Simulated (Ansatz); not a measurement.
## Equation of state of PbI2 from a dense series

```
CELL_PARAMETERS angstrom
4.55500 0.00000 0.00000
-2.27750 3.94475 0.00000
0.00000 0.00000 6.97700
ATOMIC_POSITIONS crystal
Pb 0.00000 0.00000 0.00000
I 0.33333 0.66667 0.26500
I 0.66667 0.33333 0.73500
```

Atom numbers follow the list: Pb1, I2, I3.

The cell is COD entry 9009114, as deposited and not checked against the literature; nothing was relaxed.

Spin–orbit coupling is left out, though it moves levels of the heavy atoms by tenths of an eV or more.

Method: Ansatz 0.2.0, DFT, PBEsol, all-electron LAPW, scalar-relativistic.

Settings: a Γ-centred 8×8×5 k mesh, Fermi–Dirac smearing of 0.02 eV, basis error target 1 meV/atom, no spin polarisation.

The cell is scaled evenly. Fractional coordinates are held (clamped ions).

```tsv
V (Å³/atom)	P (GPa)
39.281	2.03
40.117	1.30
40.953	0.64
41.370	0.34
41.788	0.06
42.206	-0.21
42.624	-0.46
43.460	-0.92
```

**Question.** Fit a third-order Birch–Murnaghan curve to the pressures.

**Answer.** P = (3B0/2)(y^(7/2) − y^(5/2))[1 + (3/4)(B0′ − 4)(y − 1)] with y = (V0/V)^(2/3) fits within 0.01 GPa for V0 = 41.878 Å³/atom, B0 = 27.2 GPa and B0′ = 4.84.

**Question.** Predict the pressure at the withheld volume, 44.296 Å³/atom.

**Answer.** There y = 0.9633, so the fit gives -1.33 GPa; the run gave -1.34 GPa.
